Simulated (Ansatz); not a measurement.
**Cu3N (Pm-3m): check of PAW against all-electron LAPW from a Python script**

How well does PAW follow the all-electron answer for Cu3N (Pm-3m)? A script is to give a check of PAW against all-electron LAPW; the system is Cu3N (Pm-3m).

The COD entry's cell or inner coordinates are ideal or old and differ from later refinements, so a difference from it is no clean test against experiment.

Program: Ansatz 0.2.0, driven from Python. The levels of theory stand in the script. These are calculated values, not measurements.

**1. The system**

It takes space group Pm-3m (No. 221, cubic). Conventional cell: a = 3.807 Å, b = 3.807 Å, c = 3.807 Å, α = 90.00°, β = 90.00°, γ = 90.00°. Cu (site symmetry 4/mmm) has 2 N at 1.90 Å as nearest neighbours. Around N (site symmetry m-3m) lie 6 Cu at 1.90 Å.

The script reads cu3n.cif:

```cif
data_Cu3N
_cell_length_a 3.807000
_cell_length_b 3.807000
_cell_length_c 3.807000
_cell_angle_alpha 90.00000
_cell_angle_beta 90.00000
_cell_angle_gamma 90.00000
_symmetry_space_group_name_H-M 'P 1'
_symmetry_Int_Tables_number 1
loop_
_symmetry_equiv_pos_as_xyz
'x, y, z'
loop_
_atom_site_label
_atom_site_type_symbol
_atom_site_fract_x
_atom_site_fract_y
_atom_site_fract_z
Cu1 Cu    0.500000    0.000000    0.000000
Cu2 Cu    0.000000    0.500000    0.000000
Cu3 Cu    0.000000    0.000000    0.500000
N4 N    0.000000    0.000000    0.000000
```

**2. The code**

The input, paw_lapw_cu3n.py:

```python
"""PAW against all-electron LAPW for Cu3N."""

import ansatz as az
from ase.io import read
import numpy as np


def count_gap(report):
    # lowest empty less highest filled band, counting bands; zero where they overlap
    return max(report.get("gap_by_band_count_ev") or 0.0, 0.0)

atoms = read("cu3n.cif")
system = az.Crystal.from_ase(atoms)

calc = (
    system.calculation()
    .kpoints(6, center="gamma")
    .functional("pbesol")
    .occupations("fixed")
    .stress()  # GPa
    .forces()  # eV per angstrom
    .band_table()  # levels at the mesh points
)
variants = {
    "PAW": calc.pseudopotentials("paw"),
    "LAPW": calc.pseudopotentials("all_electron", lapw=True),
}
# totals differ by the cores that each treatment holds, so compare what does not depend on them
rows = []
for label, variant in variants.items():
    rep = variant.run(threads=1, pin="off").report
    levels = np.array(rep["eigenvalues_ev"][0]) - rep["fermi_energy_ev"]
    print(label, "levels at the first k-point near E_F:", np.round(levels[np.abs(levels) < 5], 3))
    rows.append((label, rep["n_electrons"], np.trace(rep["stress_gpa"]) / 3, count_gap(rep)))
for row in rows:
    print("; ".join(f"{name} = {round(v, 4) if isinstance(v, float) else v}" for name, v in zip(["treatment", "electrons in bands", "P GPa", "gap by band count eV"], row)))
```

**3. The run**

Launch:

```console
python paw_lapw_cu3n.py
```

What it wrote:

```text
DeckWarning: basis.ecutwfc = 420 eV, auto-derived from the records' recommended cutoffs: set by Cu (normal level)
PAW levels at the first k-point near E_F: [-4.886 -4.886 -4.886 -3.913 -3.913 -3.913 -3.483 -3.483 -2.589 -2.589
 -2.347 -2.347 -2.347 -1.818 -1.818 -1.818 -1.771  0.999]
RunWarning: iter 1: σ=0 fill of 32 bands saw a band overlap (occupied 12.2782 eV > unoccupied 12.0532 eV) — on an unconverged iterate often a transient of an unconverged empty band; one that stands at the close is told there (band_overlap_at_count); if the run fails to converge, the spectrum is likely genuinely metallic at σ=0 — use a smearing of finite width or the tetrahedron method (which not every kind of run takes: see the entry of scf.occupations.method in the input reference), with at least one empty band (raise scf.n_extra_bands, or leave it out; where the count is already the smallest k-point's plane-wave count, raise basis.ecutwfc first)
LAPW levels at the first k-point near E_F: [-4.89  -4.89  -4.89  -3.917 -3.917 -3.917 -3.499 -3.499 -2.586 -2.586
 -2.365 -2.365 -2.365 -1.82  -1.82  -1.82  -1.79   1.005]
treatment = PAW; electrons in bands = 62.0; P GPa = -3.9339; gap by band count eV = 0.1172
treatment = LAPW; electrons in bands = 64.0; P GPa = -3.9683; gap by band count eV = 0.1064
```

(Warnings from the package without file and line.)

Run time: 37 s. Hardware: 1 thread of Arm Neoverse V2, shared host; peak memory 0.66 GiB.

**4. Run by run**

One row for each of the 2 runs:

| run | potentials | energy (eV/atom) | pressure (GPa) | gap on the mesh (eV) | SCF cycles | CPU time (s) |
| --- | --- | --- | --- | --- | --- | --- |
| 1 | paw | -5035.9095 | -3.93 | 0.12 | 8 | 2.3 |
| 2 | all_electron | -34119.2909 | -3.97 | 0.11 | 11 | 34 |

Totals hang on method, basis and potentials, so only like runs compare.

**5. What came out**

```
              quantity     value
         runs compared         2
difference in pressure  0.03 GPa
     difference in gap  0.011 eV
```

What this shows: PAW gives -3.934 GPa and LAPW -3.968 GPa, 0.034 GPa apart. They took 2.3 and 33.5 s of processor time. The run is spin-unpolarised. Under fixed occupations the level called the Fermi level is the highest filled one on the SCF mesh; off the mesh a filled band can lie a little above it. Of the deposited cell: the entry's cell lengths or inner coordinates differ somewhat from later room-temperature determinations. Gaps and levels are Kohn-Sham values on a finite set of k-points. Pressure is positive in compression; the treatments may keep other shells as core, so totals and counts of electrons can differ.
